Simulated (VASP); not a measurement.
# MnSb4 (P4/mmm) in VASP: reference runs, part 2 of 3

VASP 6.6.1. The steps go on from the part before.

## 3. Single point, PBE, collinear spin, ferromagnetic start (atoms moved at random, drawn with an rms of 0.05 Å)

The input, INCAR:

```
SYSTEM = MnSb4
ALGO = Normal
EDIFF = 1E-7
ENCUT = 520
GGA = PE
ISIF = 2
ISMEAR = -1
ISPIN = 2
LASPH = .TRUE.
LCHARG = .TRUE.
LELF = .TRUE.
LMAXMIX = 4
LORBIT = 11
LREAL = .FALSE.
LVHAR = .TRUE.
LWAVE = .FALSE.
MAGMOM = 0 0 0 0 4
NBANDS = 28
NELM = 150
PREC = Accurate
SIGMA = 0.05
```

The input, KPOINTS:

```
k-points
0
G
  9 9 2
  0 0 0
```

The input, POSCAR:

```
MnSb4
1.0
    3.0805000000      0.0000000000      0.0000000000
    0.0000000000      3.0805000000      0.0000000000
    0.0000000000      0.0000000000     14.9942030000
Sb Mn
4 1
Direct
   -0.0076490000      0.0067940000      0.8205320000
   -0.0017160000      0.0108220000      0.6012430000
    0.0053450000     -0.0082610000      0.4022820000
   -0.0037160000      0.0036850000      0.1832670000
   -0.0145180000     -0.0032270000      0.0008150000
```

Potentials or basis: VASP PAW PBE potentials, release 64 (Sb, Mn_pv).

Run with:

```sh
$ cat potpaw_PBE.64/Sb/POTCAR potpaw_PBE.64/Mn_pv/POTCAR > POTCAR
$ mpirun -np 1 vasp_std > vasp.out
```

OUTCAR:

```text
SYSTEM = MnSb4
   EDIFF = 1E-7
   ENCUT = 520
   GGA = PE
   ISIF = 2
   ISMEAR = -1
   ISPIN = 2
   LASPH = .TRUE.
   LORBIT = 11
   LREAL = .FALSE.
   NELM = 150
   PREC = Accurate

 ion  position               nearest neighbor table
   1  0.992  0.007  0.821-   5 2.70   2 3.29
   2  0.998  0.011  0.601-   3 2.98   1 3.29
   3  0.005  0.992  0.402-   2 2.98   4 3.28
   4  0.996  0.004  0.183-   5 2.74   3 3.28
   5  0.985  0.997  0.001-   1 2.70   4 2.74

  LATTYP: Found a simple tetragonal cell.
 ALAT       =     3.0805000000
 C/A-ratio  =     4.8674575556

  Lattice vectors:

 A1 = (   3.0805000000,   0.0000000000,   0.0000000000)
 A2 = (   0.0000000000,   3.0805000000,   0.0000000000)
 A3 = (   0.0000000000,   0.0000000000,  14.9942030000)

Analysis of symmetry for initial positions (statically):
=====================================================================
 Subroutine PRICEL returns:
 Original cell was already a primitive cell.

 Routine SETGRP: Setting up the symmetry group for a
 simple tetragonal supercell.

 Subroutine GETGRP returns: Found  1 space group operations
 (whereof  1 operations were pure point group operations)
 out of a pool of 16 trial point group operations.

The static configuration has the point symmetry C_1 .

Analysis of symmetry for dynamics (positions and initial velocities):
=====================================================================
 Subroutine PRICEL returns:
 Original cell was already a primitive cell.

 Routine SETGRP: Setting up the symmetry group for a
 simple tetragonal supercell.

 Subroutine GETGRP returns: Found  1 space group operations
 (whereof  1 operations were pure point group operations)
 out of a pool of 16 trial point group operations.

The dynamic configuration has the point symmetry C_1 .
[... 164 lines left out ...]

  energy without entropy =      -23.90703416  energy(sigma->0) =      -23.92034255

 E-fermi :   6.5746     XC(G=0):  -9.6399

 val. band max:        6.5677957024   @ k =  -0.1111   0.2222   0.0000
 cond. band min:       6.5851103339   @ k =  -0.4444   0.1111   0.5000
 fundamental gap:      0.0173146314
 Fermi energy:         6.5746168589

 spin component 1

 k-point     1 :       0.0000    0.0000    0.0000
  band No.  band energies     occupation
      1     -43.4303      1.00000
      2     -43.4302      1.00000
      3     -43.2477      1.00000
      4      -5.7692      1.00000
      5      -5.0000      1.00000
      6      -4.7360      1.00000
[... 733 lines left out ...]
     27      12.8277      0.00000
     28      14.4863      0.00000

 [... further k-points ...]

 spin component 2

 k-point     1 :       0.0000    0.0000    0.0000
  band No.  band energies     occupation
      1     -39.4038      1.00000
      2     -39.2953      1.00000
      3     -39.2952      1.00000
      4      -5.7705      1.00000
      5      -5.0248      1.00000
      6      -4.7477      1.00000
[... 733 lines left out ...]
     27      13.4722      0.00000
     28      14.6193      0.00000

 [... further k-points ...]

------------------------ aborting loop because EDIFF is reached ----------------------------------------

  FORCE on cell =-STRESS in cart. coord.  units (eV):
  Direction    XX          YY          ZZ          XY          YZ          ZX
  --------------------------------------------------------------------------------------
  -------------------------------------------------------------------------------------
  Total        0.0567820      0.0574872     -1.1020561      0.0022086     -0.0283843      0.0153800
  in kB        0.6393752      0.6473158    -12.4093345      0.0248693     -0.3196122      0.1731809
  external PRESSURE =      -3.7075478 kB  Pullay stress =       0.0000000 kB

 VOLUME and BASIS-vectors are now :
 -----------------------------------------------------------------------------
  energy-cutoff  :      520.00
  volume of cell :      142.29
      direct lattice vectors                 reciprocal lattice vectors
     3.080500000  0.000000000  0.000000000     0.324622626  0.000000000  0.000000000
     0.000000000  3.080500000  0.000000000     0.000000000  0.324622626  0.000000000
     0.000000000  0.000000000 14.994203000     0.000000000  0.000000000  0.066692441

 POSITION                                       TOTAL-FORCE (eV/Angst)
 -----------------------------------------------------------------------------------
      3.05694      0.02093     12.30322         0.006214      0.008263     -0.016787
      3.07521      0.03334      9.01516         0.000909     -0.015316      0.073305
      0.01647      3.05505      6.03190        -0.010334      0.017544     -0.077912
      3.06905      0.01135      2.74794         0.008796     -0.000521     -0.084165
      3.03578      3.07056      0.01222        -0.005585     -0.009970      0.105559
 -----------------------------------------------------------------------------------
    total drift:                                0.000799     -0.001045     -0.001375

  FREE ENERGIE OF THE ION-ELECTRON SYSTEM (eV)
  ---------------------------------------------------
  free  energy   TOTEN  =       -23.9336509320 eV

  energy  without entropy=      -23.9070341641  energy(sigma->0) =      -23.92034255

 total charge

# of ion       s       p       d       tot
------------------------------------------
    1        1.201   1.159   0.036   2.396
    2        1.214   1.121   0.038   2.372
    3        1.214   1.121   0.038   2.372
    4        1.202   1.155   0.035   2.392
    5        0.305   6.123   4.959  11.387
--------------------------------------------------
tot          5.136  10.680   5.105  20.920

 magnetization (x)

# of ion       s       p       d       tot
------------------------------------------
    1       -0.001  -0.036   0.001  -0.036
    2       -0.002   0.004  -0.000   0.002
    3       -0.002   0.003  -0.000   0.002
    4       -0.001  -0.035   0.001  -0.035
    5        0.034   0.025   3.775   3.834
--------------------------------------------------
tot          0.028  -0.039   3.776   3.765
```

OSZICAR:

```text
N       E                     dE             d eps       ncg     rms          rms(c)
DAV:   1     0.179838148688E+03    0.17984E+03   -0.14058E+04 10480   0.996E+02
DAV:   2    -0.115970722966E+02   -0.19144E+03   -0.18234E+03 10312   0.229E+02
DAV:   3    -0.245865757553E+02   -0.12990E+02   -0.12424E+02 11216   0.593E+01
[... 15 lines left out ...]
DAV:  19    -0.239336501659E+02   -0.42334E-05   -0.49336E-06 10412   0.990E-03    0.523E-03
DAV:  20    -0.239336506563E+02   -0.49043E-06   -0.13178E-06 10440   0.504E-03    0.491E-03
DAV:  21    -0.239336507836E+02   -0.12724E-06   -0.14623E-07  7216   0.205E-03    0.338E-03
DAV:  22    -0.239336509277E+02   -0.14412E-06   -0.17570E-07  7756   0.284E-03    0.732E-04
DAV:  23    -0.239336509320E+02   -0.42737E-08   -0.20641E-08  5228   0.803E-04
   1 F= -.23933651E+02 E0= -.23920343E+02  d E =-.266168E-01  mag=     3.9830
```

It took 8.4 min on 1 thread of Intel Xeon Platinum 8559C (Emerald Rapids), shared host; peak memory 0.62 GiB.

Results:

| Property | Result |
| --- | --- |
| Free energy | -23.9337 eV |
| Pressure | -0.4 GPa |
| Largest force | 0.106 eV/Å |
| Band gap on the k mesh | none (metal or under the smearing width) |
| Net moment | 3.98 μB per cell |
| Site moments | Sb -0.04, +0.00; Mn +3.83 μB |
| Valence electrons inside the program's atomic spheres | Sb 2.40, 2.37, 2.39; Mn 11.39 |

Forces on the atoms (eV/Å):
```
Sb   0.006  0.008 -0.017
Sb   0.001 -0.015  0.073
Sb  -0.010  0.018 -0.078
Sb   0.009 -0.001 -0.084
Mn  -0.006 -0.010  0.106
```

Stress tensor (GPa, compression positive):
```
 0.06  0.00  0.02
 0.00  0.06 -0.03
 0.02 -0.03 -1.24
```

Levels at points of the mesh, in eV from the Fermi level:
Spin up:
| k point | band 15 | band 16 | band 17 | band 18 | band 19 | band 20 | band 21 | band 22 | band 23 | band 24 |
| --- | --- | --- | --- | --- | --- | --- | --- | --- | --- | --- |
| (0.00, 0.00, 0.00) | -1.83 | 0.78 | 1.71 | 3.51 | 3.52 | 4.27 | 4.27 | 4.45 | 4.45 | 5.12 |
| (0.00, 0.00, 0.50) | -1.83 | -0.56 | 3.12 | 3.53 | 3.53 | 4.14 | 4.14 | 4.64 | 4.64 | 5.05 |
Spin down:
```csv
k point,band 13,band 14,band 15,band 16,band 17,band 18
"(0.00, 0.00, 0.00)",0.87,1.58,1.58,1.97,2.76,3.51
"(0.00, 0.00, 0.50)",0.39,1.58,1.58,1.97,3.54,3.54
```

Caveat: a cell with one magnetic atom can't hold antiferromagnetic order, which such compounds often take. Spin-orbit coupling is left out, which matters for the levels of Sb.

## 4. Equation of state, PBE, collinear spin, ferromagnetic start, 26.75 Å³/atom (volume scaled by 0.94)

The input, INCAR:

```
PREC     = Accurate       # precision mode
ENCUT    = 520            # plane-wave cutoff, eV
EDIFF    = 1E-7           # SCF threshold, eV
ISMEAR   = -1             # smearing method
SIGMA    = 0.05           # smearing width, eV
LREAL    = F              # projectors in reciprocal space
LASPH    = T              # aspherical terms in the spheres
NELM     = 120            # most SCF steps
ALGO     = Normal         # electronic algorithm
ISIF     = 2              # what is computed and relaxed
LWAVE    = F              # write WAVECAR
LCHARG   = F              # write CHGCAR
ISPIN    = 2              # spin polarisation
MAGMOM   = 0 0 0 0 4      # initial moments
LORBIT   = 11             # projections on sites
LMAXMIX  = 4              # l up to which the mixer works
GGA      = PE             # functional
NBANDS   = 28             # bands
```

The input, KPOINTS:

```
Automatic mesh
0
Gamma
  9 9 2
```

The input, POSCAR:

```
MnSb4
1.0
    3.0176150079      0.0000000000      0.0000000000
    0.0000000000      3.0176150079      0.0000000000
    0.0000000000      0.0000000000     14.6881129701
Sb Mn
4 1
Direct
    0.0000000000      0.0000000000      0.8196820000
    0.0000000000      0.0000000000      0.6005510000
    0.0000000000      0.0000000000      0.3994490000
    0.0000000000      0.0000000000      0.1803180000
    0.0000000000      0.0000000000      0.0000000000
```

Run with:

```sh
$ cat potpaw_PBE.64/Sb/POTCAR potpaw_PBE.64/Mn_pv/POTCAR > POTCAR
$ mpirun -np 1 vasp_std > vasp.out
```

It took 2.8 min on 1 thread of Intel Xeon Platinum 8559C (Emerald Rapids), shared host; peak memory 0.39 GiB.

It converged, with:

| Quantity | Value |
| --- | --- |
| Free energy | -23.8715 eV |
| Pressure | 3.0 GPa |
| Largest force | 0.152 eV/Å |
| Band gap on the k mesh | none (metal or under the smearing width) |
| Net moment | 3.80 μB per cell |
| Site moments | Sb -0.04, +0.00; Mn +3.68 μB |
| Valence electrons inside the program's atomic spheres | Sb 2.43, 2.40; Mn 11.44 |

Caveat: a cell with one magnetic atom can't hold antiferromagnetic order, which such compounds often take.

## 5. Equation of state, PBE, collinear spin, ferromagnetic start, 27.32 Å³/atom (volume scaled by 0.96)

The input, INCAR:

```
ALGO = Normal
EDIFF = 1E-7
ENCUT = 520
GGA = PE
ISIF = 2
ISMEAR = -1
ISPIN = 2
LASPH = T
LCHARG = F
LMAXMIX = 4
LORBIT = 11
LREAL = F
LWAVE = F
MAGMOM = 0 0 0 0 4
NBANDS = 28
NELM = 120
PREC = Accurate
SIGMA = 0.05
```

The input, KPOINTS:

```
k-points
0
Gamma
  9 9 2
```

POSCAR, as its differences from that of step 4:

```diff
@@ -2,5 +2,5 @@
 1.0
-    3.0176150079      0.0000000000      0.0000000000
-    0.0000000000      3.0176150079      0.0000000000
-    0.0000000000      0.0000000000     14.6881129701
+    3.0388665180      0.0000000000      0.0000000000
+    0.0000000000      3.0388665180      0.0000000000
+    0.0000000000      0.0000000000     14.7915537934
 Sb Mn
```

Potentials or basis: VASP PAW PBE potentials, release 64 (Sb, Mn_pv).

Run with:

```sh
$ cat potpaw_PBE.64/Sb/POTCAR potpaw_PBE.64/Mn_pv/POTCAR > POTCAR
$ mpirun -np 1 vasp_std > vasp.out
```

OUTCAR:

```text
EDIFF = 1E-7
   ENCUT = 520
   GGA = PE
   ISIF = 2
   ISMEAR = -1
   ISPIN = 2
   LASPH = T
   LORBIT = 11
   LREAL = F
   NELM = 120
   PREC = Accurate

 Found     30 irreducible k-points:

 Following reciprocal coordinates:
            Coordinates               Weight
  0.000000  0.000000  0.000000      1.000000
  0.111111  0.000000  0.000000      4.000000
  0.222222  0.000000  0.000000      4.000000
  0.333333  0.000000  0.000000      4.000000
  0.444444  0.000000  0.000000      4.000000
  0.111111  0.111111  0.000000      4.000000
   k-points           NKPTS =     30   k-points in BZ     NKDIM =     30   number of bands    NBANDS=     28
   number of dos      NEDOS =    301   number of ions     NIONS =      5
   total plane-waves  NPLWV =  64512
   dimension x,y,z NGX =    24 NGY =   24 NGZ =  112
   dimension x,y,z NGXF=    48 NGYF=   48 NGZF=  224
   ions per type =               4   1
   NGX,Y,Z   is equivalent  to a cutoff of  13.13, 13.13, 12.59 a.u.
   NGXF,Y,Z  is equivalent  to a cutoff of  26.26, 26.26, 25.18 a.u.
 SYSTEM =  unknown system
   PREC   = accura    normal or accurate (medium, high low for compatibility)
   ISTART =      0    job   : 0-new  1-cont  2-samecut
   ICHARG =      2    charge: 1-file 2-atom 10-const
   ISPIN  =      2    spin polarized calculation?
   LNONCOLLINEAR =      F non collinear calculations
   LSORBIT =      F    spin-orbit coupling
   LASPH  =      T    aspherical Exc in radial PAW
   ENCUT  =  520.0 eV  38.22 Ry    6.18 a.u.   5.65  5.65 27.50*2*pi/ulx,y,z
   NELM   =    120;   NELMIN=  2; NELMDL= -5     # of ELM steps
   EDIFF  = 0.1E-06   stopping-criterion for ELM
   LREAL  =      F    real-space projection
   EDIFFG = 0.1E-05   stopping-criterion for IOM
   NSW    =      0    number of steps for IOM
   IBRION =     -1    ionic relax: 0-MD 1-quasi-New 2-CG
   NFREE  =      0    steps in history (QN), initial steepest desc. (CG)
   ISIF   =      2    stress and relaxation
   ISYM   =      2    0-nonsym 1-usesym 2-fastsym
   POTIM  = 0.5000    time-step for ionic-motion
   TEBEG  =    0.0;   TEEND  =   0.0 temperature during run
   PSTRESS=    0.0 pullay stress
   NELECT =      33.0000    total number of electrons
[... 42 lines left out ...]
 Fermi energy:         7.0486523365

 spin component 1

 k-point     1 :       0.0000    0.0000    0.0000
  band No.  band energies     occupation
      1     -42.8165      1.00000
      2     -42.8165      1.00000
      3     -42.6549      1.00000
      4      -5.5763      1.00000
      5      -4.8139      1.00000
      6      -4.5203      1.00000
[... 175 lines left out ...]
     27      15.3889      0.00000
     28      15.6960      0.00000

 [... further k-points ...]

 spin component 2

 k-point     1 :       0.0000    0.0000    0.0000
  band No.  band energies     occupation
      1     -38.9407      1.00000
      2     -38.7840      1.00000
      3     -38.7840      1.00000
      4      -5.5789      1.00000
      5      -4.8377      1.00000
      6      -4.5313      1.00000
[... 175 lines left out ...]
     27      15.5931      0.00000
     28      16.1168      0.00000

 [... further k-points ...]

------------------------ aborting loop because EDIFF is reached ----------------------------------------

  FORCE on cell =-STRESS in cart. coord.  units (eV):
  Direction    XX          YY          ZZ          XY          YZ          ZX
  --------------------------------------------------------------------------------------
  -------------------------------------------------------------------------------------
  Total        1.8641473      1.8641473      0.6929390      0.0000000      0.0000000      0.0000000
  in kB       21.8652151     21.8652151      8.1277161      0.0000000      0.0000000      0.0000000
  external PRESSURE =      17.2860488 kB  Pullay stress =       0.0000000 kB

 VOLUME and BASIS-vectors are now :
 -----------------------------------------------------------------------------
  energy-cutoff  :      520.00
  volume of cell :      136.60
      direct lattice vectors                 reciprocal lattice vectors
     3.038866518  0.000000000  0.000000000     0.329070064  0.000000000  0.000000000
     0.000000000  3.038866518  0.000000000     0.000000000  0.329070064  0.000000000
     0.000000000  0.000000000 14.791553793     0.000000000  0.000000000  0.067606150

 POSITION                                       TOTAL-FORCE (eV/Angst)
 -----------------------------------------------------------------------------------
      0.00000      0.00000     12.12437         0.000000      0.000000     -0.111692
      0.00000      0.00000      8.88308        -0.000000      0.000000      0.078682
      0.00000      0.00000      5.90847         0.000000     -0.000000     -0.078682
      0.00000      0.00000      2.66718        -0.000000      0.000000      0.111692
      0.00000      0.00000      0.00000         0.000000     -0.000000      0.000000
 -----------------------------------------------------------------------------------
    total drift:                                0.000000     -0.000000     -0.000000

  FREE ENERGIE OF THE ION-ELECTRON SYSTEM (eV)
  ---------------------------------------------------
  free  energy   TOTEN  =       -23.9133028545 eV

  energy  without entropy=      -23.8891416427  energy(sigma->0) =      -23.90122225

 total charge

# of ion       s       p       d       tot
------------------------------------------
    1        1.198   1.179   0.040   2.417
    2        1.211   1.137   0.041   2.390
    3        1.211   1.137   0.041   2.390
    4        1.198   1.179   0.040   2.417
    5        0.306   6.135   4.981  11.422
--------------------------------------------------
tot          5.124  10.768   5.144  21.036

 magnetization (x)

# of ion       s       p       d       tot
------------------------------------------
    1       -0.003  -0.036   0.001  -0.038
    2       -0.002   0.003  -0.000   0.000
    3       -0.002   0.003  -0.000   0.000
    4       -0.003  -0.036   0.001  -0.038
    5        0.028   0.025   3.675   3.728
--------------------------------------------------
tot          0.019  -0.041   3.676   3.653
```

Wall time 2.8 min (1 thread of Intel Xeon Platinum 8559C (Emerald Rapids), shared host); peak memory 0.39 GiB.

Results:

```yaml
Free_energy: -23.9133 eV
Pressure: 1.7 GPa
Largest_force: 0.112 eV/Å
Band_gap_on_the_k_mesh: none (metal or under the smearing width)
Net_moment: 3.85 μB per cell
Site_moments: Sb -0.04, +0.00; Mn +3.73 μB
Valence_electrons_inside_the_program's_atomic_spheres: Sb 2.42, 2.39; Mn 11.42
```

Caveat: a cell with one magnetic atom can't hold antiferromagnetic order, which such compounds often take.

## 6. Equation of state, PBE, collinear spin, ferromagnetic start, 27.89 Å³/atom (volume scaled by 0.98)

The input, INCAR:

```
PREC     = Accurate       # precision mode
ENCUT    = 520            # plane-wave cutoff, eV
EDIFF    = 1E-7           # SCF threshold, eV
ISMEAR   = -1             # smearing method
SIGMA    = 0.05           # smearing width, eV
LREAL    = False          # projectors in reciprocal space
LASPH    = True           # aspherical terms in the spheres
NELM     = 100            # most SCF steps
ALGO     = Normal         # electronic algorithm
ISIF     = 2              # what is computed and relaxed
LWAVE    = False          # write WAVECAR
LCHARG   = False          # write CHGCAR
ISPIN    = 2              # spin polarisation
MAGMOM   = 0 0 0 0 4      # initial moments
LORBIT   = 11             # projections on sites
LMAXMIX  = 4              # l up to which the mixer works
GGA      = PE             # functional
NBANDS   = 28             # bands
```

The input, KPOINTS:

```
Automatic mesh
0
Gamma
  9 9 2
```

POSCAR, as its differences from that of step 5:

```diff
@@ -2,5 +2,5 @@
 1.0
-    3.0388665180      0.0000000000      0.0000000000
-    0.0000000000      3.0388665180      0.0000000000
-    0.0000000000      0.0000000000     14.7915537934
+    3.0598248804      0.0000000000      0.0000000000
+    0.0000000000      3.0598248804      0.0000000000
+    0.0000000000      0.0000000000     14.8935677329
 Sb Mn
```

Potentials or basis: VASP PAW PBE potentials, release 64 (Sb, Mn_pv).

Run with:

```sh
$ cat potpaw_PBE.64/Sb/POTCAR potpaw_PBE.64/Mn_pv/POTCAR > POTCAR
$ mpirun -np 1 vasp_std > vasp.out
```

It took 2.9 min on 1 thread of Intel Xeon Platinum 8559C (Emerald Rapids), shared host; peak memory 0.39 GiB.

The run converged. Its results:

```yaml
Free_energy: -23.9339 eV
Pressure: 0.6 GPa
Largest_force: 0.073 eV/Å
Band_gap_on_the_k_mesh: none (metal or under the smearing width)
Net_moment: 3.91 μB per cell
Site_moments: Sb -0.04, +0.00; Mn +3.77 μB
Valence_electrons_inside_the_program's_atomic_spheres: Sb 2.41, 2.38; Mn 11.41
```

Caveat: a cell with one magnetic atom can't hold antiferromagnetic order, which such compounds often take.

(Continued in part 3 of 3.)
